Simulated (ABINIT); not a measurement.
# MnO (Fm-3m) in ABINIT: single point with PBEsol

Aim: the single point of MnO with PBEsol.

Program: ABINIT 10.8.3 (patched build). These are calculated values, not measurements. Logs are shortened: lines on timing, memory, paths and dates and some standing lists are left out, and cuts for length are marked. The log counts tension as positive stress, the text compression.

### Step 1. Starting point

It takes space group Fm-3m (No. 225, cubic). The conventional cell has a = 4.448 Å, b = 4.448 Å, c = 4.448 Å, α = 90.00°, β = 90.00°, γ = 90.00°. Around Mn (site symmetry m-3m) lie 6 O at 2.22 Å. O (site symmetry m-3m) is surrounded by 6 Mn at 2.22 Å.

The cell is a database's computed one.

### Step 2. Single point, PBEsol, collinear spin, ferromagnetic start

The input, run.abi:

```
# Pseudopotentials
pp_dirpath "./"
pseudos "Mn.upf, O.upf"

# Structure
acell 3.1450804348 3.1450804348 3.1450804348 Angstrom
rprim
     0.0000000000     0.7071067812     0.7071067812
     0.7071067812     0.0000000000     0.7071067812
     0.7071067812     0.7071067812     0.0000000000
ntypat 2
znucl 25 8
natom 2
typat 1 2
xcart
     0.0000000000     0.0000000000     0.0000000000
     4.2025764847     4.2025764847     4.2025764847

# Plane-wave basis
ecut 42.0

# k points
kptopt 1
ngkpt 8 8 8
nshiftk 1
shiftk 0.0 0.0 0.0

# Exchange and correlation
ixc -116133

# Bands and occupations
nband 16
occopt 3
tsmear 0.05 eV

# Spin
nsppol 2
spinat
     0.0000000000     0.0000000000     4.0000000000
     0.0000000000     0.0000000000     0.0000000000

# SCF cycle
nstep 100
tolvrs 1.0e-10

# Output
iomode 3
prtwf 0
prtden 0
prteig 0
prtebands 0
enunit 1
```

Potentials or basis: PseudoDojo NC SR PBEsol v0.4.1 standard.

The run is started by

```bash
$ abinit run.abi > log 2>&1
```

run.abo:

```text
.Version 10.8.3 of ABINIT
 Symmetries : space group Fm -3 m (#225); Bravais cF (face-center cubic)
================================================================================
 Values of the parameters that define the memory need of the present run
     intxc =       0    ionmov =       0      iscf =       7    lmnmax =       6
     lnmax =       6     mgfft =      36  mpssoang =       3    mqgrid =    3001
     natom =       2  nloc_mem =       1    nspden =       2   nspinor =       1
    nsppol =       2      nsym =      48    n1xccc =    2501    ntypat =       2
    occopt =       3   xclevel =       2
       mpw =        1964          nfft =       46656          nkpt =          29
================================================================================
================================================================================

--------------------------------------------------------------------------------
------------- Echo of variables that govern the present computation ------------
--------------------------------------------------------------------------------
 -outvars: echo values of preprocessed input variables --------
            acell      5.9433406657E+00  5.9433406657E+00  5.9433406657E+00 Bohr
              amu      5.49380500E+01  1.59994000E+01
             ecut      4.20000000E+01 Hartree
           enunit           1
              ixc     -116133
         kptrlatt        8    0    0      0    8    0      0    0    8
          kptrlen      4.75467253E+01
            natom           2
            nband          16
            ngfft          36      36      36
             nkpt          29
           nspden           2
           nsppol           2
            nstep         100
             nsym          48
           ntypat           2
           occopt           3
           prtden           0
        prtebands           0
           prteig           0
            prtwf           0
            rprim      0.0000000000E+00  7.0710678120E-01  7.0710678120E-01
                       7.0710678120E-01  0.0000000000E+00  7.0710678120E-01
                       7.0710678120E-01  7.0710678120E-01  0.0000000000E+00
          spgroup         225
           spinat      0.0000000000E+00  0.0000000000E+00  4.0000000000E+00
                       0.0000000000E+00  0.0000000000E+00  0.0000000000E+00
           tolvrs      1.00000000E-10
           tsmear      1.83746611E-03 Hartree
            typat      1  2
           xangst      0.0000000000E+00  0.0000000000E+00  0.0000000000E+00
                       2.2239077029E+00  2.2239077029E+00  2.2239077029E+00
            xcart      0.0000000000E+00  0.0000000000E+00  0.0000000000E+00
                       4.2025764877E+00  4.2025764877E+00  4.2025764877E+00
             xred      0.0000000000E+00  0.0000000000E+00  0.0000000000E+00
                       5.0000000000E-01  5.0000000000E-01  5.0000000000E-01
            znucl       25.00000    8.00000

[... 106 lines left out ...]
================================================================================

 ----iterations are completed or convergence reached----

 Mean square residual over all n,k,spin=   88.848E-11; max=  76.953E-08
 reduced coordinates (array xred) for    2 atoms
       0.000000000000      0.000000000000      0.000000000000
       0.500000000000      0.500000000000      0.500000000000
 rms dE/dt=  0.0000E+00; max dE/dt=  0.0000E+00; dE/dt below (all hartree)
    1       0.000000000000      0.000000000000      0.000000000000
    2       0.000000000000      0.000000000000      0.000000000000

 cartesian coordinates (angstrom) at end:
    1      0.00000000000000     0.00000000000000     0.00000000000000
    2      2.22390770286652     2.22390770286652     2.22390770286652

 cartesian forces (hartree/bohr) at end:
    1     -0.00000000000000    -0.00000000000000    -0.00000000000000
    2     -0.00000000000000    -0.00000000000000    -0.00000000000000
 frms,max,avg= 0.0000000E+00 0.0000000E+00   0.000E+00  0.000E+00  0.000E+00 h/b

 cartesian forces (eV/Angstrom) at end:
    1     -0.00000000000000    -0.00000000000000    -0.00000000000000
    2     -0.00000000000000    -0.00000000000000    -0.00000000000000
 frms,max,avg= 0.0000000E+00 0.0000000E+00   0.000E+00  0.000E+00  0.000E+00 e/A
 length scales=  5.943340665723  5.943340665723  5.943340665723 bohr
              =  3.145080434800  3.145080434800  3.145080434800 angstroms
 Fermi (or HOMO) energy (eV) =   9.08482   Average Vxc (eV)= -12.27811
 Eigenvalues (   eV  ) for nkpt=  29  k points, SPIN UP:
 kpt#   1, nband= 16, wtk=  0.00195, kpt=  0.0000  0.0000  0.0000 (reduced coord)
 -72.02971  -41.03230  -41.03230  -41.03230  -11.04817    5.34611    5.34611    5.34611
   5.85241    5.85241    5.85241    6.38174    6.38174    8.54339   22.89590   25.18261
 prteigrs : prtvol=0 or 1, do not print more k-points.

 Eigenvalues (   eV  ) for nkpt=  29  k points, SPIN DOWN:
 kpt#   1, nband= 16, wtk=  0.00195, kpt=  0.0000  0.0000  0.0000 (reduced coord)
 -67.67640  -36.43066  -36.43066  -36.43066  -10.56638    5.78900    5.78900    5.78900
   9.80000    9.92819    9.92819    9.92819   10.58031   10.58031   23.62168   26.74947
 prteigrs : prtvol=0 or 1, do not print more k-points.

--- !EnergyTerms
iteration_state     : {dtset: 1, }
comment             : Components of total free energy in Hartree
kinetic             :  5.97595620070048E+01
hartree             :  3.17599416468604E+01
xc                  : -2.23516198968257E+01
Ewald energy        : -8.28539899682897E+01
psp_core            :  3.17651017029959E+00
local_psp           : -1.04540469039466E+02
non_local_psp       : -1.02267017624686E+01
internal            : -1.25276766842885E+02
'-kT*entropy'       : -2.30003928387034E-04
total_energy        : -1.25276996846814E+02
total_energy_eV     : -3.40896074893520E+03
band_energy         : -1.23475542319291E+01
...

 Cartesian components of stress tensor (hartree/bohr^3)
  sigma(1 1)=  2.83990674E-04  sigma(3 2)=  0.00000000E+00
  sigma(2 2)=  2.83990674E-04  sigma(3 1)=  0.00000000E+00
  sigma(3 3)=  2.83990674E-04  sigma(2 1)=  0.00000000E+00

-Cartesian components of stress tensor (GPa)         [Pressure= -8.3553E+00 GPa]
- sigma(1 1)=  8.35529410E+00  sigma(3 2)=  0.00000000E+00
- sigma(2 2)=  8.35529410E+00  sigma(3 1)=  0.00000000E+00
- sigma(3 3)=  8.35529410E+00  sigma(2 1)=  0.00000000E+00

== END DATASET(S) ==============================================================
================================================================================

 -outvars: echo values of variables after computation  --------
            acell      5.9433406657E+00  5.9433406657E+00  5.9433406657E+00 Bohr
           etotal     -1.2527699685E+02
            fcart     -0.0000000000E+00 -0.0000000000E+00 -0.0000000000E+00
                      -0.0000000000E+00 -0.0000000000E+00 -0.0000000000E+00
            rprim      0.0000000000E+00  7.0710678120E-01  7.0710678120E-01
                       7.0710678120E-01  0.0000000000E+00  7.0710678120E-01
                       7.0710678120E-01  7.0710678120E-01  0.0000000000E+00
           strten      2.8399067411E-04  2.8399067411E-04  2.8399067411E-04
                       0.0000000000E+00  0.0000000000E+00  0.0000000000E+00
           xangst      0.0000000000E+00  0.0000000000E+00  0.0000000000E+00
                       2.2239077029E+00  2.2239077029E+00  2.2239077029E+00
             xred      0.0000000000E+00  0.0000000000E+00  0.0000000000E+00
                       5.0000000000E-01  5.0000000000E-01  5.0000000000E-01
 Calculation completed.
```

Run time: 36 s. Hardware: 1 thread of AMD EPYC 9R45 (Zen 5), shared host; peak memory 0.1 GiB.

Results:

```yaml
Free_energy: -3408.9607 eV
Pressure: -8.4 GPa
Band_gap_on_the_k_mesh: none (metal or under the smearing width)
Net_moment: 4.81 μB per cell
Site_moments: Mn +4.16; O +0.25 μB
Valence_electrons_inside_the_program's_atomic_spheres: Mn 12.79; O 6.14
```

Caveat: a cell with one magnetic atom can't hold antiferromagnetic order, which such compounds often take; semilocal functionals often make such compounds metallic where correlation or magnetic order opens a gap, which also shifts bond lengths. With open d or f shells a metallic result of PBEsol can be an artefact of self-interaction; +U or a hybrid may open a gap.
